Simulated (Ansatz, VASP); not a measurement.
**Two plane-wave programs on TePb**

The input run.py:

```python
from ase import Atoms
from ase.calculators.vasp import Vasp
from ase.dft.bandgap import bandgap

atoms = Atoms(
    ['Pb', 'Te'],
    cell=[[0.0, 3.231, 3.231], [3.231, 0.0, 3.231], [3.231, 3.231, 0.0]],
    scaled_positions=[[0.0, 0.0, 0.0], [0.5, 0.5, 0.5]],
    pbc=True,
)
calc = Vasp(
    directory='calc',
    xc='pbe',
    pp='PBE',
    setups='recommended',
    prec='Accurate',
    encut=520,
    ediff=1e-06,
    ismear=0,
    sigma=0.02,
    lreal=False,
    lasph=True,
    nelm=100,
    algo='Fast',
    isif=2,
    lwave=False,
    lcharg=False,
    kpts=[7, 7, 7],
    gamma=True,
    nbands=17,
)
atoms.calc = calc

print('energy (eV):', atoms.get_potential_energy())
print('free energy (eV):', atoms.get_potential_energy(force_consistent=True))
print('forces (eV/A):')
print(atoms.get_forces())
print('stress (eV/A^3, Voigt):', atoms.get_stress())
print('Fermi level (eV):', calc.get_fermi_level())
gap, top, bottom = bandgap(calc)
print('band gap (eV):', gap, 'from (spin, k, band)', top, 'to', bottom)
```

The input input.yaml:

```yaml
crystal:
  lattice:
    - [0.0, 3.231, 3.231]
    - [3.231, 0.0, 3.231]
    - [3.231, 3.231, 0.0]
  atoms:
    - { symbol: Pb, position: [0.0, 0.0, 0.0] }
    - { symbol: Te, position: [0.5, 0.5, 0.5] }
hamiltonian:
  xc: pbe
  pseudopotentials: { kind: paw }
kpoints:
  mp_grid: { grid: [7, 7, 7] }
scf:
  occupations: { method: gaussian, width: 0.02 }
output:
  forces: true
  stress: true
  eigenvalues: true
```

Alike in both runs: task single point; functional PBE; k mesh 7 × 7 × 7; occupations gaussian, width 0.02 eV; no spin polarisation.

|  | VASP | Ansatz |
| --- | --- | --- |
| version | VASP 6.6.1 | Ansatz 0.2.0 |
| potentials or method | VASP PAW PBE potentials, release 64 (Pb_d, Te) | Ansatz PAW |
| plane-wave cutoff (eV) | 520 | 420 |
| valence electrons in the cell | 20 | 30 |

```tsv
	VASP	Ansatz	Ansatz less VASP
gap on the k mesh at the Fermi level (eV)	1.01	1.01	-0.003
least direct gap on the mesh (eV)	1.01	1.01	-0.003
pressure (GPa)	2.1	2.1	+0.05
```

The two sets of potentials don't hold the same shells in valence.

Spin-orbit coupling is left out, which matters for the levels of Pb, Te.
